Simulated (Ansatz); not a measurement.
**Rh: zone-centre modes under pressure**

Rh, P6_3/mmc, a = 2.729 Å, c = 4.393 Å. This isn't the element's structure at ambient conditions. Ansatz: PBE, PAW, 420 eV, Γ-centred 18×18×10 mesh on 2 atoms, Fermi-Dirac smearing 0.15 eV; no spin polarisation. Cell and atoms are relaxed at each pressure with the symmetry kept; optical modes at Γ by linear response, in cm⁻¹, matched by rank (the highest 2 distinct ones).

| P (GPa) | V (Å³/atom) | ω1 | ω2 |
| --- | --- | --- | --- |
| 0 | 14.161 | 142.3 | 232.9 |
| 3 | 13.996 | 145.2 | 240.4 |
| 8 | 13.744 | 149.9 | 252.2 |
| 15 | 13.434 | ? | ? |

Q: Get each mode's Grüneisen parameter γ = −d ln ω/d ln V from the other rows and predict the missing frequencies.

A: ln(V/V0) = 0.0000, -0.0117, -0.0299, -0.0527; a line through ln(ω/ω0) of the 3 known rows gives ω1: γ = 1.741, predicted 156.0, computed 155.8; ω2: γ = 2.660 (intercept 0.0002), predicted 268.0, computed 267.1. The worst miss is 0.3 %, or 3 % of the shift under pressure, so a constant γ serves at that level. In a metal these frequencies hang on the mesh and smearing.

Cost: 4 runs of about 2.6 core-minutes in all, on AMD EPYC 9R45 (Zen 5) (shared hosts).